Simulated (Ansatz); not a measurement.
The system is SnO2.

```xyz
6
Lattice="4.7880 0.0000 0.0000 0.0000 4.8666 0.0000 0.0000 0.0000 3.2409" Properties=species:S:1:pos:R:3 pbc="T T T"
Sn    0.0000    0.0000    0.0000
Sn    2.3940    2.4333    1.6204
O     3.3906    3.3042    0.0000
O     0.9966    3.9957    1.6204
O     3.7914    0.8709    1.6204
O     1.3974    1.5624    0.0000
```

The cell is a database's computed one.

Base run:

```yaml
Program: Ansatz 0.2.0
Functional: HSE06
Potentials_or_basis: Ansatz PAW
Cutoff: 420 eV
Density_cutoff: 1680 eV
k_mesh: 4 × 4 × 6
Occupations: fixed
Spin: no spin polarisation
```

Its results: band gap on the k mesh 2.43 eV, direct; largest force 0.188 eV/Å.

**Question.** The run is repeated on the same cell with these changes: functional from HSE06 to PBE0; level from hse06 to pbe0. What comes out?

**Answer.** Band gap on the k mesh 3.13 eV, direct; largest force 0.188 eV/Å.

Caveats: spin-orbit coupling is left out, which moves the levels of the heavy elements; the PAW data sets come from PBE, with cores solved anew for the run's functional, which leaves a small shift of forces and pressure.

Not every run made on this cell is shown here.
